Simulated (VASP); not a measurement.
# HC18O in VASP: further runs

One slab, HC18O, is run at these levels: PBE; tasks: single point.

Everything below comes from runs of VASP 6.6.1. Logs are shortened: lines on timing, memory, paths and dates and some standing lists are left out, and cuts for length are marked.

## Step 1: The structure

The cell holds a slab with vacuum, 20 atoms: a = 7.398 Å, b = 7.398 Å, c = 12.000 Å, α = 90.00°, β = 90.00°, γ = 120.00°.

The cell was built by a generator and needn't be a form met in nature.

## Step 2: Single point, PBE, collinear spin, zero start

The input, INCAR:

```
ALGO = Normal
EDIFF = 1E-6
ENCUT = 520
GGA = PE
ISIF = 2
ISMEAR = -1
ISPIN = 2
LASPH = True
LCHARG = True
LELF = True
LORBIT = 11
LREAL = Auto
LVHAR = True
LWAVE = False
MAGMOM = 0 0 0 0 0 0 0 0 0 0 0 0 0 0 0 0 0 0 0 0
NBANDS = 60
NELM = 150
PREC = Accurate
SIGMA = 0.05
```

The input, KPOINTS:

```
k-points
0
Gamma
  2 2 1
```

The input, POSCAR:

```
HC18O
1.0
    7.3980000000      0.0000000000      0.0000000000
   -3.6990000000      6.4068560000      0.0000000000
    0.0000000000      0.0000000000     12.0000000000
C O H
18 1 1
Direct
    0.0001913255     -0.0017133209      0.0724656667
    0.2232754350      0.1092518702      0.0785235833
    0.0004530637      0.3320531943      0.0705434167
    0.2237761857      0.4411714576      0.0740432500
    0.0040429116      0.6657387024      0.1093216667
    0.2298184372      0.7774557443      0.0802378333
    0.3371228505     -0.0017699789      0.0777585000
    0.5561047272      0.1046947208      0.0763045000
    0.3291331443      0.3293709114      0.0806954167
    0.5550875339      0.4439709586      0.1021034167
    0.3362583345      0.6666683315      0.0737266667
    0.5584159302      0.7768034743      0.0689047500
    0.6683444988     -0.0023374960      0.0682203333
    0.8901194975      0.1078007684      0.0674715833
    0.6700255257      0.3272881426      0.0995695833
    0.8936074179      0.4390334354      0.0828912500
    0.6713957972      0.6697131947      0.0782794167
    0.8872404299      0.7771669911      0.0805250833
    0.6092976207      0.3863511214      0.2081695000
    1.0044375217      0.6698063762      0.2027445833
```

Potentials or basis: VASP PAW PBE potentials, release 64 (C, O, H).

Run with:

```
cat potpaw_PBE.64/C/POTCAR potpaw_PBE.64/O/POTCAR potpaw_PBE.64/H/POTCAR > POTCAR
mpirun -np 1 vasp_std > vasp.out
```

OUTCAR:

```text
EDIFF = 1E-6
   ENCUT = 520
   GGA = PE
   ISIF = 2
   ISMEAR = -1
   ISPIN = 2
   LASPH = True
   LORBIT = 11
   LREAL = Auto
   NELM = 150
   PREC = Accurate

 ion  position               nearest neighbor table
   1  0.000  0.998  0.072-  14 1.41  18 1.42   2 1.43
   2  0.223  0.109  0.079-   9 1.41   1 1.43   7 1.44
   3  0.000  0.332  0.071-  16 1.38   4 1.43  14 1.44
   4  0.224  0.441  0.074-   9 1.39   3 1.43  11 1.44
   5  0.004  0.666  0.109-  20 1.12  16 1.49   6 1.49  18 1.50
   6  0.230  0.777  0.080-  11 1.39   7 1.41   5 1.49
   7  0.337  0.998  0.078-   8 1.40   6 1.41   2 1.44
   8  0.556  0.105  0.076-   7 1.40  13 1.41  15 1.45
   9  0.329  0.329  0.081-   4 1.39   2 1.41  10 1.47
  10  0.555  0.444  0.102-  19 1.46   9 1.47  17 1.47  15 1.48
  11  0.336  0.667  0.074-   6 1.39  12 1.42   4 1.44
  12  0.558  0.777  0.069-  17 1.41  13 1.42  11 1.42
  13  0.668  0.998  0.068-   8 1.41  12 1.42  14 1.42
  14  0.890  0.108  0.067-   1 1.41  13 1.42   3 1.44
  15  0.670  0.327  0.100-  16 1.45   8 1.45  10 1.48  19 1.51
  16  0.894  0.439  0.083-   3 1.38  15 1.45   5 1.49
  17  0.671  0.670  0.078-  18 1.38  12 1.41  10 1.47
  18  0.887  0.777  0.081-  17 1.38   1 1.42   5 1.50
  19  0.609  0.386  0.208-  10 1.46  15 1.51
  20  0.004  0.670  0.203-   5 1.12

  LATTYP: Found a hexagonal cell.
 ALAT       =     7.3980000000
 C/A-ratio  =     1.6220600162

  Lattice vectors:

 A1 = (   7.3980000000,   0.0000000000,   0.0000000000)
 A2 = (  -3.6990000000,   6.4068560000,   0.0000000000)
 A3 = (   0.0000000000,   0.0000000000,  12.0000000000)

Analysis of symmetry for initial positions (statically):
=====================================================================
 Subroutine PRICEL returns:
 Original cell was already a primitive cell.

 Routine SETGRP: Setting up the symmetry group for a
 hexagonal supercell.

 Subroutine GETGRP returns: Found  1 space group operations
 (whereof  1 operations were pure point group operations)
 out of a pool of 24 trial point group operations.

The static configuration has the point symmetry C_1 .

Analysis of symmetry for dynamics (positions and initial velocities):
=====================================================================
 Subroutine PRICEL returns:
 Original cell was already a primitive cell.

 Routine SETGRP: Setting up the symmetry group for a
 hexagonal supercell.

 Subroutine GETGRP returns: Found  1 space group operations
 (whereof  1 operations were pure point group operations)
 out of a pool of 24 trial point group operations.

The dynamic configuration has the point symmetry C_1 .

Analysis of structural, dynamic, and magnetic symmetry:
=====================================================================
 Subroutine PRICEL returns:
 Original cell was already a primitive cell.

 Routine SETGRP: Setting up the symmetry group for a
 hexagonal supercell.

 Subroutine GETGRP returns: Found  1 space group operations
 (whereof  1 operations were pure point group operations)
 out of a pool of 24 trial point group operations.

The overall configuration has the point symmetry C_1 .

 Subroutine INISYM returns: Found  1 space group operations
 (whereof  1 operations are pure point group operations),
 and found     1 'primitive' translations

----------------------------------------------------------------------------------------

                                     Primitive cell

  volume of cell :     568.7750

  direct lattice vectors                    reciprocal lattice vectors
     7.398000000  0.000000000  0.000000000     0.135171668  0.078041398  0.000000000
    -3.699000000  6.406856000  0.000000000     0.000000000  0.156082796  0.000000000
     0.000000000  0.000000000 12.000000000     0.000000000  0.000000000  0.083333333

  length of vectors
     7.398000000  7.398000054 12.000000000     0.156082797  0.156082796  0.083333333
[... 78 lines left out ...]
   k-points           NKPTS =      4   k-points in BZ     NKDIM =      4   number of bands    NBANDS=     60
   number of dos      NEDOS =    301   number of ions     NIONS =     20
   total plane-waves  NPLWV = 282240
   dimension x,y,z NGX =    56 NGY =   56 NGZ =   90
   dimension x,y,z NGXF=   112 NGYF=  112 NGZF=  180
   ions per type =              18   1   1
   NGX,Y,Z   is equivalent  to a cutoff of  12.58, 12.58, 12.47 a.u.
   NGXF,Y,Z  is equivalent  to a cutoff of  25.17, 25.17, 24.94 a.u.
 SYSTEM =  unknown system
   PREC   = accura    normal or accurate (medium, high low for compatibility)
   ISTART =      0    job   : 0-new  1-cont  2-samecut
   ICHARG =      2    charge: 1-file 2-atom 10-const
   ISPIN  =      2    spin polarized calculation?
   LNONCOLLINEAR =      F non collinear calculations
   LSORBIT =      F    spin-orbit coupling
   LASPH  =      T    aspherical Exc in radial PAW
   ENCUT  =  520.0 eV  38.22 Ry    6.18 a.u.  13.76 13.76 22.31*2*pi/ulx,y,z
   NELM   =    150;   NELMIN=  2; NELMDL= -5     # of ELM steps
   EDIFF  = 0.1E-05   stopping-criterion for ELM
   LREAL  =      T    real-space projection
   EDIFFG = 0.1E-04   stopping-criterion for IOM
   NSW    =      0    number of steps for IOM
   IBRION =     -1    ionic relax: 0-MD 1-quasi-New 2-CG
   NFREE  =      0    steps in history (QN), initial steepest desc. (CG)
   ISIF   =      2    stress and relaxation
   ISYM   =      2    0-nonsym 1-usesym 2-fastsym
   POTIM  = 0.5000    time-step for ionic-motion
   TEBEG  =    0.0;   TEEND  =   0.0 temperature during run
   PSTRESS=    0.0 pullay stress
   NELECT =      79.0000    total number of electrons
   NUPDOWN=      -1.0000    fix difference up-down
   EMIN   =  10.00;   EMAX   =-10.00  energy-range for DOS
   EFERMI =   0.00;   METHOD = LEGACY
   ISMEAR =    -1;   SIGMA  =   0.05  broadening in eV -4-tet -1-fermi 0-gaus
   EFERMI_NEDOS =   21; number of points for ismear=-14 and -15
   IALGO  =     38    algorithm
   IMIX   =      4    mixing-type and parameters
     AMIX     =   0.40;   BMIX     =  1.00
     AMIX_MAG =   1.60;   BMIX_MAG =  1.00
  volume/ion in A,a.u.               =      28.44       191.91
  Fermi-wavevector in a.u.,A,eV,Ry     =   0.847820  1.602148  9.779852  0.718799
  Thomas-Fermi vector in A             =   1.963386
   LORBIT       =     11    0 simple, 1 ext, 2 COOP (PROOUT), +10 PAW based schemes
   GGA     = PE    functional components
   LHFCALC =     F    Hartree Fock is set to
   AEXX    =    0.0000 exact exchange contribution
   IVDW    =     0    specifies the selected vdW correction
   LEPSILON=     F    determine dielectric tensor
   LRPA    =     F    only Hartree local field effects (RPA)
 spin polarized calculation
  energy-cutoff  :      520.00
  volume of cell :      568.78
 maximum number of plane-waves:     15363
 NGX is ok and might be reduce to    56
   NGX = 27   NGY = 27   NGZ = 45

 number of electron      79.0000006 magnetization      -0.0000018

 number of electron      79.0000006 magnetization       0.0000577

 Free energy of the ion-electron system (eV)
  ---------------------------------------------------
  ext. energy  EPLUGINS =         0.00000000
  ---------------------------------------------------
  free energy    TOTEN  =      -172.15464315 eV

  energy without entropy =     -172.10057122  energy(sigma->0) =     -172.12760718

 E-fermi :  -1.7573     XC(G=0):  -3.8200

 val. band max:       -1.7969373961   @ k =   0.5000   0.0000   0.0000
 cond. band min:      -1.7244319406   @ k =   0.0000   0.0000   0.0000
 fundamental gap:      0.0725054556
 Fermi energy:        -1.7573424226

 spin component 1

 k-point     1 :       0.0000    0.0000    0.0000
  band No.  band energies     occupation
      1     -24.4917      1.00000
      2     -20.9920      1.00000
      3     -18.8477      1.00000
      4     -18.7948      1.00000
      5     -18.7727      1.00000
      6     -18.7289      1.00000
[... 205 lines left out ...]
     50       4.2075      0.00000
     51       4.2831      0.00000
 Fermi energy:        -1.7573424226

 spin component 2

 k-point     1 :       0.0000    0.0000    0.0000
  band No.  band energies     occupation
      1     -24.4917      1.00000
      2     -20.9920      1.00000
      3     -18.8477      1.00000
      4     -18.7948      1.00000
      5     -18.7727      1.00000
      6     -18.7289      1.00000
[... 205 lines left out ...]
     50       4.2053      0.00000
     51       4.2825      0.00000
 [bands above 51 left out]

------------------------ aborting loop because EDIFF is reached ----------------------------------------

  FORCE on cell =-STRESS in cart. coord.  units (eV):
  Direction    XX          YY          ZZ          XY          YZ          ZX
  --------------------------------------------------------------------------------------
  -------------------------------------------------------------------------------------
  Total        5.1572773      7.5367882      0.3033533      1.0949833     -0.0097565      0.0179239
  in kB       14.5274881     21.2303111      0.8545132      3.0844487     -0.0274829      0.0504896
  external PRESSURE =      12.2041042 kB  Pullay stress =       0.0000000 kB

 VOLUME and BASIS-vectors are now :
 -----------------------------------------------------------------------------
  energy-cutoff  :      520.00
  volume of cell :      568.78
      direct lattice vectors                 reciprocal lattice vectors
     7.398000000  0.000000000  0.000000000     0.135171668  0.078041398  0.000000000
    -3.699000000  6.406856000  0.000000000     0.000000000  0.156082796  0.000000000
     0.000000000  0.000000000 12.000000000     0.000000000  0.000000000  0.083333333

 POSITION                                       TOTAL-FORCE (eV/Angst)
 -----------------------------------------------------------------------------------
     -3.69125      6.39588      0.86959         0.000067     -0.015857     -0.007552
      1.24767      0.69996      0.94228         0.006707     -0.013441      0.005506
     -1.22491      2.12742      0.84652         0.015593     -0.013563     -0.011830
      0.02360      2.82652      0.88852         0.011835      0.001390      0.000352
     -2.43266      4.26529      1.31186         0.000531      0.005474     -0.020523
     -1.17561      4.98105      0.96285        -0.023346      0.000979     -0.008851
[... 12 lines left out ...]
      3.07847      2.47530      2.49803         0.015291     -0.007708      0.305345
     -2.44479      4.29135      2.43293        -0.002569      0.002097      0.044241
 -----------------------------------------------------------------------------------
    total drift:                               -0.008229      0.004346      0.002562

  FREE ENERGIE OF THE ION-ELECTRON SYSTEM (eV)
  ---------------------------------------------------
  free  energy   TOTEN  =      -172.1546431481 eV

  energy  without entropy=     -172.1005712164  energy(sigma->0) =     -172.12760718

 total charge

# of ion       s       p       d       tot
------------------------------------------
    1        0.864   1.792   0.000   2.656
    2        0.861   1.776   0.000   2.637
    3        0.866   1.800   0.000   2.667
    4        0.864   1.785   0.000   2.649
    5        0.834   1.803   0.000   2.636
    6        0.867   1.768   0.000   2.635
[... 12 lines left out ...]
   19        1.598   3.404   0.000   5.002
   20        0.607   0.042   0.000   0.650
--------------------------------------------------
tot         17.688  35.580   0.000  53.268

 magnetization (x)

# of ion       s       p       d       tot
------------------------------------------
    1        0.000  -0.000   0.000  -0.000
    2        0.000   0.000   0.000   0.000
    3        0.000  -0.000   0.000  -0.000
    4        0.000   0.000   0.000   0.000
    5        0.000   0.000   0.000   0.000
    6       -0.000   0.000   0.000   0.000
[... 12 lines left out ...]
   19        0.000   0.000   0.000   0.000
   20        0.000  -0.000   0.000   0.000
--------------------------------------------------
tot          0.000   0.000   0.000   0.000
```

Run time: 6.2 min. Hardware: 1 thread of Intel Xeon 6975P-C (Granite Rapids), shared host; peak memory 0.89 GiB.

Results:

| Quantity | Value |
| --- | --- |
| Free energy | -172.1546 eV |
| Largest force | 0.306 eV/Å |
| Band gap on the k mesh | none (metal or under the smearing width) |
| Net moment | 0.00 μB per cell |
| Valence electrons inside the program's atomic spheres | C 2.66, 2.64, 2.67, 2.65, 2.63, 2.58; O 5.00; H 0.65 |

Forces on the atoms (eV/Å):
```
C    0.000 -0.016 -0.008
C    0.007 -0.013  0.006
C    0.016 -0.014 -0.012
C    0.012  0.001  0.000
C    0.001  0.005 -0.021
C   -0.023  0.001 -0.009
C   -0.020  0.004  0.006
C    0.000  0.018 -0.014
C    0.002  0.003 -0.014
C   -0.110  0.065 -0.151
C    0.013 -0.006  0.002
C    0.009  0.005 -0.008
C    0.014 -0.009 -0.008
C   -0.009  0.001  0.007
C    0.094 -0.055 -0.111
C   -0.029  0.004 -0.006
C    0.004 -0.007 -0.005
C    0.007  0.017 -0.005
O    0.015 -0.008  0.305
H   -0.003  0.002  0.044
```

Caveat: the k mesh is coarse (spacing up to 0.49 Å⁻¹), so the values aren't converged.

## Step 3: Single point, PBE, collinear spin, typed start

The input, INCAR:

```
ALGO     = Normal         # electronic algorithm
EDIFF    = 1E-6           # SCF threshold, eV
ENCUT    = 520            # plane-wave cutoff, eV
GGA      = PE             # functional
ISIF     = 2              # what is computed and relaxed
ISMEAR   = -1             # smearing method
ISPIN    = 2              # spin polarisation
LASPH    = True           # aspherical terms in the spheres
LCHARG   = True           # write CHGCAR
LELF     = True           # ELF
LORBIT   = 11             # projections on sites
LREAL    = Auto         
LVHAR    = True         
LWAVE    = False          # write WAVECAR
MAGMOM   = 0 0 0 0 0 0 0 0 0 0 0 0 0 0 0 0 0 0 1 0 # initial moments
NBANDS   = 60             # bands
NELM     = 150            # most SCF steps
PREC     = Accurate       # precision mode
SIGMA    = 0.05           # smearing width, eV
```

KPOINTS is that of step 2.

The input, POSCAR:

```
HC18O
1.0
    7.3980000000      0.0000000000      0.0000000000
   -3.6990000000      6.4068560000      0.0000000000
    0.0000000000      0.0000000000     12.0000000000
C O H
18 1 1
Direct
   -0.0006309246     -0.0059430734      0.0728903369
    0.2221427395      0.1059497111      0.0774825190
   -0.0006244540      0.3269961478      0.0728421487
    0.2221277939      0.4378767251      0.0775464541
    0.0000778275      0.6608701258      0.0787933930
    0.2217499572      0.7717234171      0.0784969314
    0.3325287982     -0.0067074014      0.0792092370
    0.5553867407      0.1057269683      0.0777207377
    0.3300707646      0.3258801022      0.0846490096
    0.5546323623      0.4381416010      0.1192631146
    0.3325144435      0.6609113045      0.0791507275
    0.5553655156      0.7713426308      0.0777652939
    0.6662148818     -0.0060465770      0.0731709982
    0.8883887747      0.1050294437      0.0724661103
    0.6671200826      0.3259415424      0.0848381996
    0.8873913512      0.4377514911      0.0773671283
    0.6670824953      0.6628337136      0.0848927798
    0.8873777947      0.7712863829      0.0773317804
    0.5412237873      0.4310719542      0.2441734261
    0.6838105681      0.5071335903      0.2724490740
```

Potentials or basis: VASP PAW PBE potentials, release 64 (C, O, H).

Run with:

```
cat potpaw_PBE.64/C/POTCAR potpaw_PBE.64/O/POTCAR potpaw_PBE.64/H/POTCAR > POTCAR
mpirun -np 1 vasp_std > vasp.out
```

Wall time 6.4 min (1 thread of Intel Xeon 6975P-C (Granite Rapids), shared host); peak memory 0.88 GiB.

It converged, with:

* Free energy: -174.4333 eV
* Largest force: 0.097 eV/Å
* Band gap on the k mesh: none (metal or under the smearing width)
* Net moment: 0.00 μB per cell
* Valence electrons inside the program's atomic spheres: C 2.64, 2.65, 2.63, 2.51, 2.66; O 5.10; H 0.74

Forces on the atoms (eV/Å):
```
C    0.008  0.007 -0.010
C   -0.001  0.001  0.006
C    0.009  0.001  0.006
C    0.005 -0.002 -0.012
C   -0.002  0.000  0.005
C    0.003  0.001  0.003
C   -0.005  0.003 -0.009
C    0.002 -0.007  0.003
C    0.009  0.005 -0.002
C   -0.015 -0.013 -0.089
C   -0.002 -0.002  0.009
C   -0.004  0.004 -0.003
C   -0.002 -0.003  0.001
C    0.006  0.003 -0.005
C   -0.022  0.002 -0.003
C    0.005  0.007 -0.008
C   -0.008 -0.017 -0.004
C    0.007  0.002  0.008
O   -0.057 -0.028  0.041
H    0.065  0.036  0.063
```

Levels at points of the mesh, in eV from the Fermi level:
Spin up:
```csv
k point,band 38,band 39,band 40,band 41,band 42,band 43
"(0.00, 0.00, 0.00)",-1.95,0.20,0.32,0.36,1.95,3.46
"(0.50, 0.00, 0.00)",-2.12,-1.90,-0.25,2.08,2.67,2.76
"(0.00, 0.50, 0.00)",-2.21,-1.83,-0.24,2.09,2.68,2.76
"(0.50, 0.50, 0.00)",-2.22,-1.82,-0.24,2.09,2.68,2.77
```
Spin down:
| k point | band 37 | band 38 | band 39 | band 40 | band 41 | band 42 | band 43 | band 44 |
| --- | --- | --- | --- | --- | --- | --- | --- | --- |
| (0.00, 0.00, 0.00) | -2.24 | -1.95 | 0.20 | 0.32 | 0.36 | 1.95 | 3.46 | 4.53 |
| (0.50, 0.00, 0.00) | -2.34 | -2.12 | -1.90 | -0.25 | 2.08 | 2.67 | 2.76 | 2.92 |
| (0.00, 0.50, 0.00) | -2.32 | -2.21 | -1.83 | -0.24 | 2.09 | 2.68 | 2.76 | 2.88 |
| (0.50, 0.50, 0.00) | -2.31 | -2.22 | -1.82 | -0.24 | 2.09 | 2.68 | 2.77 | 2.88 |

Caveat: the k mesh is coarse (spacing up to 0.49 Å⁻¹), so the values aren't converged.

(Part 1 of 2 ends here.)
